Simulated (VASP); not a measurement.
Set up this calculation in VASP 6.6.1, as the native input.

```
Task                   : Born charges and dielectric tensor
Functional             : LDA
Potentials or basis    : VASP PAW LDA potentials, release 64 (Al, N)
Cutoff                 : 600 eV
k mesh                 : 9 × 9 × 6
Occupations            : gaussian, width 0.02 eV
Spin                   : no spin polarisation
Further INCAR settings : ALGO = Normal; EDIFF = 1e-08; IBRION = 8; NSW = 1
```

The structure of AlN lies in POSCAR:

```
AlN
1.0
    3.0911900000      0.0000000000      0.0000000000
   -1.5456000000      2.6770500000      0.0000000000
    0.0000000000      0.0000000000      4.9480200000
Al N
2 2
Direct
    0.6666700000      0.3333300000      0.4990400000
    0.3333300000      0.6666700000      0.9990400000
    0.6666700000      0.3333300000      0.8809600000
    0.3333300000      0.6666700000      0.3809600000
```

The cell is a database's computed one.

The input as run:

INCAR

```
  PREC = Accurate
  ENCUT = 600
  EDIFF = 1E-8
  ISMEAR = 0
  SIGMA = 0.02
  LREAL = False
  LASPH = True
  NELM = 100
  ALGO = Normal
  ISIF = 2
  LWAVE = False
  LCHARG = False
  GGA = CA
  LEPSILON = True
  IBRION = 8
  NSW = 1
```

KPOINTS

```
Automatic mesh
0
Gamma
  9 9 6
```

Potentials or basis: VASP PAW LDA potentials, release 64 (Al, N).

The run is started by

```bash
$ cat potpaw_LDA.64/Al/POTCAR potpaw_LDA.64/N/POTCAR > POTCAR
$ mpirun -np 1 vasp_std > vasp.out
```

Results of the run:

The band gap on the k mesh is 4.40 eV, direct, the electronic dielectric tensor (diagonal) is 4.40, 4.40, 4.62 and the born charges (mean of the diagonal) is Al +2.56; N -2.56 e. The highest phonon frequency at Γ, LO-TO splitting left out is 732 cm⁻¹.

Caveat: an odd mesh through Γ misses points on the zone boundary, where band edges often lie.

Run time: 9 min on 1 thread of Intel(R) Xeon(R) 6975P-C (Granite Rapids), with other jobs on the host, peak memory 0.59 GiB.
